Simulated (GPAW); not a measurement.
Set up this calculation in GPAW 26.7.0, as an ASE script.

| Quantity | Value |
| --- | --- |
| Task | single point |
| Functional | LDA |
| Potentials or basis | the program's PAW data sets (release 1.2.1) made for this functional |
| Cutoff | 800 eV |
| Basis | pw |
| k mesh | 9 × 9 × 9 |
| Occupations | gaussian, width 0.02 eV |
| Spin | no spin polarisation |
| Maxiter | 150 |

The system is YN.

```
Y N
1.0
     0.00000    2.43850    2.43850
     2.43850    0.00000    2.43850
     2.43850    2.43850    0.00000
Y N
1 1
Direct
  0.00000 0.00000 0.00000
  0.50000 0.50000 0.50000
```

One way to write it, as run:

run.py

```python
from ase import Atoms
from ase.dft.bandgap import bandgap
from ase.io import write
from ase.units import GPa
from gpaw import GPAW, PW

atoms = Atoms(['Y', 'N'],
              cell=[[0.0, 2.4385, 2.4385],
                    [2.4385, 0.0, 2.4385],
                    [2.4385, 2.4385, 0.0]],
              scaled_positions=[[0.0, 0.0, 0.0],
                                [0.5, 0.5, 0.5]],
              pbc=True)

calc = GPAW(mode=PW(800),
            xc='LDA',
            kpts={'size': (9, 9, 9), 'gamma': True},
            occupations={'name': 'methfessel-paxton', 'order': 0, 'width': 0.02},
            nbands=18,
            convergence={'density': 1e-05, 'energy': 1e-05},
            maxiter=150,
            txt='gpaw.txt')
atoms.calc = calc
energy = atoms.get_potential_energy()
forces = atoms.get_forces()
stress = atoms.get_stress()
calc.write('gs.gpw')
write('result.traj', atoms)
print(f'Energy: {energy:.6f} eV')
print('Forces (eV/A):')
print(forces.round(4))
print('Stress (GPa):', (stress / GPa).round(3))
print('Fermi level:', round(calc.get_fermi_level(), 4), 'eV')
print(f'Gap: {bandgap(calc)[0]:.4f} eV, direct: {bandgap(calc, direct=True)[0]:.4f} eV')
```

Potentials or basis: the program's PAW data sets (release 1.2.1) made for this functional, pw.

Command:

```console
$ OMP_NUM_THREADS=1 python run.py
```

Results of the run:

```yaml
Pressure: -7.2 GPa
Band_gap_on_the_k_mesh: 0.16 eV, indirect (least direct gap 0.56 eV)
```

Caveat: an odd mesh through Γ misses points on the zone boundary, where band edges often lie.

It took 21 s on 1 thread of Arm Neoverse V1, on a shared host, peak memory 0.16 GiB.
